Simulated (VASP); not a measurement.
# AlN (P6_3mc) in VASP: band structure with HF

Aim: the band structure of AlN with HF.

Program: VASP 6.6.1. These are calculated values, not measurements. Logs are shortened: lines on timing, memory, paths and dates and some standing lists are left out, and cuts for length are marked.

**Experimental background.**

“Structural and optical properties of self-assembled AlN nanowires grown on SiO2/Si substrates by molecular beam epitaxy”, 2024, arxiv:2402.00216 quotes, for a bulk crystal of AlN at 0 K: band gap 6.0343 eV (an exciton energy, a little under the gap).

The runs below are set against these values where they give the same quantity.

### 1 The crystal as given

Symmetry: P6_3mc, No. 186, hexagonal system. Conventional cell: a = 3.129 Å, b = 3.129 Å, c = 5.016 Å, α = 90.00°, β = 90.00°, γ = 120.00°. Around Al (site symmetry 3m) lie 4 N at 1.90 to 1.91 Å. Around N (site symmetry 3m) lie 4 Al at 1.90 to 1.91 Å.

### 2 Band structure, HF

The input, POSCAR:

```
AlN                                     
1.0
    3.1285726999      0.0000000000      0.0000000000
   -1.5642863500      2.7094234337      0.0000000000
    0.0000000000      0.0000000000      5.0164566731
  Al              N             
     2     2
Direct
     0.3333333300000021    0.6666666699999979    0.9992574421912579
     0.6666666699999979    0.3333333300000021    0.4992574421912579
     0.3333333300000021    0.6666666699999979    0.3807425578087447
     0.6666666699999979    0.3333333300000021    0.8807425578087447
```

The input, INCAR.step1:

```
SYSTEM = AlN
PREC = Accurate
ENCUT = 520
EDIFF = 1E-5
ISMEAR = 0
SIGMA = 0.02
LREAL = .False.
LASPH = .True.
NELM = 100
ALGO = Normal
ISIF = 2
LWAVE = .True.
LCHARG = .False.
NBANDS = 16
KPAR = 4
GGA = PE
```

The input, INCAR.step2:

```
SYSTEM = AlN
PREC = Accurate
ENCUT = 520
EDIFF = 1E-7
ISMEAR = 0
SIGMA = 0.02
LREAL = .False.
LASPH = .True.
NELM = 100
ALGO = Normal
ISIF = 2
LWAVE = .False.
LCHARG = .False.
GGA = PE
LHFCALC = .True.
AEXX = 1.0
ALDAC = 0.0
AGGAC = 0.0
PRECFOCK = Fast
HFRCUT = -1
NBANDS = 16
KPAR = 4
ISTART = 1
```

The input, KPOINTS:

```
Automatic mesh
0
Gamma
  6 6 4
  0 0 0
```

The input, KPOINTS_OPT:

```
path GMKGALHA,LM,KH
12
line-mode
reciprocal
 0.0000000000  0.0000000000  0.0000000000  G
 0.5000000000  0.0000000000  0.0000000000  M

 0.5000000000  0.0000000000  0.0000000000  M
 0.3333333333  0.3333333333  0.0000000000  K

 0.3333333333  0.3333333333  0.0000000000  K
 0.0000000000  0.0000000000  0.0000000000  G

 0.0000000000  0.0000000000  0.0000000000  G
 0.0000000000  0.0000000000  0.5000000000  A

 0.0000000000  0.0000000000  0.5000000000  A
 0.5000000000  0.0000000000  0.5000000000  L

 0.5000000000  0.0000000000  0.5000000000  L
 0.3333333333  0.3333333333  0.5000000000  H

 0.3333333333  0.3333333333  0.5000000000  H
 0.0000000000  0.0000000000  0.5000000000  A

 0.5000000000  0.0000000000  0.5000000000  L
 0.5000000000  0.0000000000  0.0000000000  M

 0.3333333333  0.3333333333  0.0000000000  K
 0.3333333333  0.3333333333  0.5000000000  H
```

Potentials or basis: VASP PAW PBE potentials, release 64 (Al, N).

Command:

```console
$ cat potpaw_PBE.64/Al/POTCAR potpaw_PBE.64/N/POTCAR > POTCAR
$ cp INCAR.step1 INCAR
$ mpirun -np 4 vasp_std > vasp.out
$ cp INCAR.step2 INCAR
$ mpirun -np 4 vasp_std > vasp.out
```

OUTCAR:

```text
SYSTEM = AlN
   PREC = Accurate
   ENCUT = 520
   EDIFF = 1E-7
   ISMEAR = 0
   LREAL = .False.
   LASPH = .True.
   NELM = 100
   ISIF = 2
   GGA = PE
   LHFCALC = .True.
   AEXX = 1.0
   PRECFOCK = Fast
   ISTART = 1

 ion  position               nearest neighbor table
   1  0.333  0.667  0.999-   4 1.90   4 1.90   4 1.90   3 1.91   2 3.09   2 3.09   2 3.09   2 3.09
                             2 3.09   2 3.09
   2  0.667  0.333  0.499-   3 1.90   3 1.90   3 1.90   4 1.91   1 3.09   1 3.09   1 3.09   1 3.09
                             1 3.09   1 3.09
   3  0.333  0.667  0.381-   2 1.90   2 1.90   2 1.90   1 1.91
   4  0.667  0.333  0.881-   1 1.90   1 1.90   1 1.90   2 1.91

  LATTYP: Found a hexagonal cell.
 ALAT       =     3.1285726999
 C/A-ratio  =     1.6034329882

  Lattice vectors:

 A1 = (   3.1285726999,   0.0000000000,   0.0000000000)
 A2 = (  -1.5642863500,   2.7094234337,   0.0000000000)
 A3 = (   0.0000000000,   0.0000000000,   5.0164566731)

Analysis of symmetry for initial positions (statically):
=====================================================================
 Subroutine PRICEL returns:
 Original cell was already a primitive cell.

 Routine SETGRP: Setting up the symmetry group for a
 hexagonal supercell.

 Subroutine GETGRP returns: Found 12 space group operations
 (whereof  6 operations were pure point group operations)
 out of a pool of 24 trial point group operations.

The static configuration has the point symmetry C_3v.
 The point group associated with its full space group is C_6v.

Analysis of symmetry for dynamics (positions and initial velocities):
=====================================================================
 Subroutine PRICEL returns:
 Original cell was already a primitive cell.

 Routine SETGRP: Setting up the symmetry group for a
 hexagonal supercell.

 Subroutine GETGRP returns: Found 12 space group operations
 (whereof  6 operations were pure point group operations)
 out of a pool of 24 trial point group operations.

The dynamic configuration has the point symmetry C_3v.
 The point group associated with its full space group is C_6v.

 Subroutine INISYM returns: Found 12 space group operations
 (whereof  6 operations are pure point group operations),
 and found     1 'primitive' translations

----------------------------------------------------------------------------------------

                                     Primitive cell

  volume of cell :      42.5226

  direct lattice vectors                    reciprocal lattice vectors
     3.128572700  0.000000000  0.000000000     0.319634573  0.184541107  0.000000000
    -1.564286350  2.709423434  0.000000000     0.000000000  0.369082214  0.000000000
     0.000000000  0.000000000  5.016456673     0.000000000  0.000000000  0.199343893

  length of vectors
     3.128572700  3.128572698  5.016456673     0.369082214  0.369082214  0.199343893

  position of ions in fractional coordinates (direct lattice)
     0.333333330  0.666666670  0.999257442
     0.666666670  0.333333330  0.499257442
     0.333333330  0.666666670  0.380742558
     0.666666670  0.333333330  0.880742558

  ion indices of the primitive-cell ions
   primitive index   ion index
                 1           1
                 2           2
                 3           3
                 4           4

----------------------------------------------------------------------------------------

 KPOINTS: Automatic mesh

Automatic generation of k-mesh.
 Grid dimensions read from file:
 generate k-points for:    6    6    4

 Generating k-lattice:

  Cartesian coordinates                     Fractional coordinates (reciprocal lattice)
     0.053272429  0.030756851  0.000000000     0.166666667  0.000000000  0.000000000
     0.000000000  0.061513702  0.000000000     0.000000000  0.166666667  0.000000000
     0.000000000  0.000000000  0.049835973     0.000000000  0.000000000  0.250000000

  Length of vectors
     0.061513702  0.061513702  0.049835973

  Shift w.r.t. Gamma in fractional coordinates (k-lattice)
     0.000000000  0.000000000  0.000000000

 Subroutine IBZKPT returns following result:
 ===========================================

 Found     21 irreducible k-points:

 Following reciprocal coordinates:
            Coordinates               Weight
  0.000000  0.000000  0.000000      1.000000
  0.166667 -0.000000  0.000000      6.000000
  0.333333 -0.000000  0.000000      6.000000
  0.500000  0.000000  0.000000      3.000000
  0.166667  0.166667  0.000000      6.000000
  0.333333  0.166667  0.000000     12.000000
[... 13 lines left out ...]
  0.333333  0.166667  0.500000     12.000000
  0.333333  0.333333  0.500000      2.000000
   k-points           NKPTS =     21   k-points in BZ     NKDIM =    144   number of bands    NBANDS=     16
   number of dos      NEDOS =    301   number of ions     NIONS =      4
   total plane-waves  NPLWV =  23040
   dimension x,y,z NGX =    24 NGY =   24 NGZ =   40
   dimension x,y,z NGXF=    48 NGYF=   48 NGZF=   80
   ions per type =               2   2
   NGX,Y,Z   is equivalent  to a cutoff of  12.75, 12.75, 13.26 a.u.
   NGXF,Y,Z  is equivalent  to a cutoff of  25.51, 25.51, 26.51 a.u.
 SYSTEM =  AlN
   PREC   = accura    normal or accurate (medium, high low for compatibility)
   ISTART =      1    job   : 0-new  1-cont  2-samecut
   ICHARG =      0    charge: 1-file 2-atom 10-const
   ISPIN  =      1    spin polarized calculation?
   LNONCOLLINEAR =      F non collinear calculations
   LSORBIT =      F    spin-orbit coupling
   LASPH  =      T    aspherical Exc in radial PAW
   ENCUT  =  520.0 eV  38.22 Ry    6.18 a.u.   5.82  5.82  9.33*2*pi/ulx,y,z
   NELM   =    100;   NELMIN=  2; NELMDL=  0     # of ELM steps
   EDIFF  = 0.1E-06   stopping-criterion for ELM
   LREAL  =      F    real-space projection
   EDIFFG = 0.1E-05   stopping-criterion for IOM
   NSW    =      0    number of steps for IOM
   IBRION =     -1    ionic relax: 0-MD 1-quasi-New 2-CG
   NFREE  =      0    steps in history (QN), initial steepest desc. (CG)
   ISIF   =      2    stress and relaxation
   ISYM   =      3    0-nonsym 1-usesym 2-fastsym
   POTIM  = 0.5000    time-step for ionic-motion
   TEBEG  =    0.0;   TEEND  =   0.0 temperature during run
   PSTRESS=    0.0 pullay stress
   NELECT =      16.0000    total number of electrons
   NUPDOWN=      -1.0000    fix difference up-down
   EMIN   =  10.00;   EMAX   =-10.00  energy-range for DOS
   EFERMI =   0.00;   METHOD = LEGACY
   ISMEAR =     0;   SIGMA  =   0.02  broadening in eV -4-tet -1-fermi 0-gaus
   EFERMI_NEDOS =   21; number of points for ismear=-14 and -15
   IALGO  =     38    algorithm
   IMIX   =      1    mixing-type and parameters
     AMIX     =   0.40;   BMIX     =  1.00
     AMIX_MAG =   1.60;   BMIX_MAG =  1.00
  volume/ion in A,a.u.               =      10.63        71.74
  Fermi-wavevector in a.u.,A,eV,Ry     =   1.181884  2.233436 19.005287  1.396849
  Thomas-Fermi vector in A             =   2.318149
   LORBIT       =      0    0 simple, 1 ext, 2 COOP (PROOUT), +10 PAW based schemes
   GGA     = PE    functional components
   LHFCALC =     T    Hartree Fock is set to
   PRECFOCK=fast      Normal, Fast or Accurate (Low or Medium for compatibility)
   ENCUT4O =  -1.0   cutoff for four orbital integrals eV
   NKREDX  =     1    reduce k-point grid by
   NKREDY  =     1    reduce k-point grid by
   NKREDZ  =     1    reduce k-point grid by
   AEXX    =    1.0000 exact exchange contribution
   HFSCREEN=    0.0000 screening length (either q_TF or 0.3 A-1)
   HFSCREENC=   0.0000 screening length for correlation (either q_TF or 0.3 A-1)
   ENCUTFOCK=  -1.0 apply spherical cutoff to Coloumb kernel
   IVDW    =     0    specifies the selected vdW correction
   LEPSILON=     F    determine dielectric tensor
   LRPA    =     F    only Hartree local field effects (RPA)
 non-spin polarized calculation
 Gauss-broadening in eV      SIGMA  =   0.02
  energy-cutoff  :      520.00
  volume of cell :       42.52
 maximum number of plane-waves:      1170
 NGX is ok and might be reduce to    24
  NGX = 14; NGY = 14; NGZ = 24

 number of electron      15.9999998 magnetization

 Free energy of the ion-electron system (eV)
  ---------------------------------------------------
  ext. energy  EPLUGINS =         0.00000000
  ---------------------------------------------------
  free energy    TOTEN  =       -54.73314643 eV

  energy without entropy =      -54.73314643  energy(sigma->0) =      -54.73314643

 E-fermi :   2.0077     XC(G=0):   0.0000

 val. band max:        1.9252593284   @ k =   0.0000   0.0000   0.0000
 cond. band min:      13.9807668121   @ k =   0.0000   0.0000   0.0000
 fundamental gap:     12.0555074836
 Fermi energy:         2.0076774047

 k-point     1 :       0.0000    0.0000    0.0000
  band No.  band energies     occupation
      1     -19.2595      2.00000
      2     -16.5535      2.00000
      3      -6.0557      2.00000
      4       0.7932      2.00000
      5       0.7932      2.00000
      6       1.6845      2.00000
[... 8 lines left out ...]
     15      23.7225      0.00000
     16      25.1562      0.00000

 k-point     2 :       0.1667   -0.0000    0.0000
  band No.  band energies     occupation
      1     -18.8186      2.00000
      2     -16.3057      2.00000
      3      -5.5237      2.00000
      4      -1.0671      2.00000
      5       0.0085      2.00000
      6       0.3011      2.00000
[... 8 lines left out ...]
     15      24.2458      0.00000
     16      24.8992      0.00000

 k-point     3 :       0.3333   -0.0000    0.0000
  band No.  band energies     occupation
      1     -17.6656      2.00000
      2     -15.8469      2.00000
      3      -4.5155      2.00000
      4      -3.6142      2.00000
      5      -2.6377      2.00000
      6      -0.4746      2.00000
[... 8 lines left out ...]
     15      23.6287      0.00000
     16      24.4234      0.00000

 k-point     4 :       0.5000    0.0000    0.0000
  band No.  band energies     occupation
      1     -16.7564      2.00000
      2     -15.8157      2.00000
      3      -5.4694      2.00000
      4      -3.9523      2.00000
      5      -2.5661      2.00000
      6      -0.8042      2.00000
[... 8 lines left out ...]
     15      22.8687      0.00000
     16      25.4428      0.00000
[... 267 lines left out ...]
 k-point    19 :       0.1667    0.1667    0.5000
  band No.  band energies     occupation
      1     -17.0860      2.00000
      2     -17.0860      2.00000
      3      -3.8146      2.00000
      4      -3.8146      2.00000
      5      -0.4041      2.00000
      6      -0.4041      2.00000
[... 8 lines left out ...]
     15      24.9462      0.00000
     16      24.9462      0.00000

 k-point    20 :       0.3333    0.1667    0.5000
  band No.  band energies     occupation
      1     -16.2866      2.00000
      2     -16.2866      2.00000
      3      -5.1841      2.00000
      4      -5.1841      2.00000
      5      -1.3884      2.00000
      6      -1.3884      2.00000
[... 8 lines left out ...]
     15      24.8757      0.00000
     16      24.8757      0.00000

 k-point    21 :       0.3333    0.3333    0.5000
  band No.  band energies     occupation
      1     -15.9996      2.00000
      2     -15.9996      2.00000
      3      -4.9676      2.00000
      4      -4.9676      2.00000
      5      -2.8227      2.00000
      6      -2.8227      2.00000
[... 8 lines left out ...]
     15      26.5502      0.00000
     16      26.5502      0.00000

------------------------ aborting loop because EDIFF is reached ----------------------------------------

  FORCE on cell =-STRESS in cart. coord.  units (eV):
  Direction    XX          YY          ZZ          XY          YZ          ZX
  --------------------------------------------------------------------------------------
  -------------------------------------------------------------------------------------
  Total       -1.7876229     -1.7876228     -1.4171743      0.0000000      0.0000000      0.0000000
  in kB      -67.3544479    -67.3544478    -53.3966065      0.0000000      0.0000000      0.0000000
  external PRESSURE =     -62.7018341 kB  Pullay stress =       0.0000000 kB

 VOLUME and BASIS-vectors are now :
 -----------------------------------------------------------------------------
  energy-cutoff  :      520.00
  volume of cell :       42.52
      direct lattice vectors                 reciprocal lattice vectors
     3.128572700  0.000000000  0.000000000     0.319634573  0.184541107  0.000000000
    -1.564286350  2.709423434  0.000000000     0.000000000  0.369082214  0.000000000
     0.000000000  0.000000000  5.016456673     0.000000000  0.000000000  0.199343893

 POSITION                                       TOTAL-FORCE (eV/Angst)
 -----------------------------------------------------------------------------------
     -0.00000      1.80628      5.01273        -0.000000      0.000000      0.048538
      1.56429      0.90314      2.50450        -0.000000      0.000000      0.048538
     -0.00000      1.80628      1.90998        -0.000000      0.000000     -0.048538
      1.56429      0.90314      4.41821         0.000000     -0.000000     -0.048538
 -----------------------------------------------------------------------------------
    total drift:                                0.000004      0.000001     -0.000507

  FREE ENERGIE OF THE ION-ELECTRON SYSTEM (eV)
  ---------------------------------------------------
  free  energy   TOTEN  =       -54.7331464294 eV

  energy  without entropy=      -54.7331464294  energy(sigma->0) =      -54.73314643
```

Run time: 13 min. Hardware: 4 MPI ranks of Intel Xeon Platinum 8488C (Sapphire Rapids), shared host; peak memory 0.21 GiB.

Results:

```yaml
Free_energy: -54.7331 eV
Pressure: -6.3 GPa
Largest_force: 0.049 eV/Å
Band_gap_on_the_k_mesh: 12.06 eV, direct
Band_gap_along_the_path: 12.06 eV, direct
```

Forces in eV/Å, atoms in the order of the input:
```
Al   0.000  0.000  0.049
Al   0.000  0.000  0.049
N    0.000  0.000 -0.049
N    0.000  0.000 -0.049
```

Levels at the corners of the path, in eV from the valence-band top:
| point | band 6 | band 7 | band 8 | band 9 | band 10 | band 11 |
| --- | --- | --- | --- | --- | --- | --- |
| Γ | -0.24 | -0.24 | 0.00 | 12.06 | 13.62 | 19.02 |
| M | -2.73 | -2.17 | -0.93 | 13.63 | 14.93 | 15.31 |
| M | -2.73 | -2.17 | -0.93 | 13.63 | 14.93 | 15.31 |
| K | -3.14 | -3.14 | -3.14 | 14.02 | 16.93 | 16.93 |
| K | -3.14 | -3.14 | -3.14 | 14.02 | 16.93 | 16.93 |
| Γ | -0.24 | -0.24 | 0.00 | 12.06 | 13.62 | 19.02 |
| Γ | -0.24 | -0.24 | 0.00 | 12.06 | 13.62 | 19.02 |
| A | -0.71 | -0.71 | -0.71 | 14.34 | 14.34 | 18.34 |
| A | -0.71 | -0.71 | -0.71 | 14.34 | 14.34 | 18.34 |
| L | -1.91 | -1.78 | -1.78 | 13.69 | 13.69 | 16.41 |
| L | -1.91 | -1.78 | -1.78 | 13.69 | 13.69 | 16.41 |
| H | -4.75 | -1.10 | -1.10 | 15.70 | 15.70 | 16.93 |
| H | -4.75 | -1.10 | -1.10 | 15.70 | 15.70 | 16.93 |
| A | -0.71 | -0.71 | -0.71 | 14.34 | 14.34 | 18.34 |
| L | -1.91 | -1.78 | -1.78 | 13.69 | 13.69 | 16.41 |
| M | -2.73 | -2.17 | -0.93 | 13.63 | 14.93 | 15.31 |
| K | -3.14 | -3.14 | -3.14 | 14.02 | 16.93 | 16.93 |
| H | -4.75 | -1.10 | -1.10 | 15.70 | 15.70 | 16.93 |

Caveat: the PAW data sets were made with another functional, which shifts forces and pressure a little.

### 3 Comparison with measurements

Step 2. Measured gap of AlN: 6.0343 eV (an exciton energy, a little under the gap; 0 K; quoted in “Structural and optical properties of self-assembled AlN nanowires grown on SiO2/Si substrates by molecular beam epitaxy”, 2024, arxiv:2402.00216). This calculation gives 12.06 eV (+6.02 eV). So large a miss can be the level of theory's own, or it may mean another phase, state or a wrong row. 2 values of this kind are on record (6.034 to 6.0343 eV); this one was drawn at random. The value is that of HF, without temperature or zero-point motion.
